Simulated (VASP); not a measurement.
Here is a VASP 6.6.1 calculation.

Contents of INCAR:

```
PREC = Accurate
ENCUT = 600
EDIFF = 1E-6
ISMEAR = 0
SIGMA = 0.03
LREAL = F
LASPH = T
NELM = 80
ALGO = Normal
ISIF = 3
LWAVE = F
LCHARG = F
GGA = PE
IVDW = 12
IBRION = 2
NSW = 90
EDIFFG = -0.01
```

Contents of KPOINTS:

```
regular mesh
0
Gamma
  10 10 10
```

POSCAR

```
Mg2Sn
1.0
    0.0000000000      3.3695000000      3.3695000000
    3.3695000000      0.0000000000      3.3695000000
    3.3695000000      3.3695000000      0.0000000000
Mg Sn
2 1
Direct
    0.2500000000      0.2500000000      0.2500000000
    0.7500000000      0.7500000000      0.7500000000
    0.0000000000      0.0000000000      0.0000000000
```

Potentials or basis: VASP PAW PBE potentials, release 64 (Mg, Sn_d).

Run with:

```bash
$ cat potpaw_PBE.64/Mg/POTCAR potpaw_PBE.64/Sn_d/POTCAR > POTCAR
$ mpirun -np 1 vasp_std > vasp.out
```

(1) Estimate the relaxed volume.

(2) Estimate the space group after relaxing (to 0.05 Å).

Results:

(1) 25.15 Å³/atom.

(2) Fm-3m (No. 225).

Caveat: pairwise dispersion overbinds metals, which lowers pressure and volume.
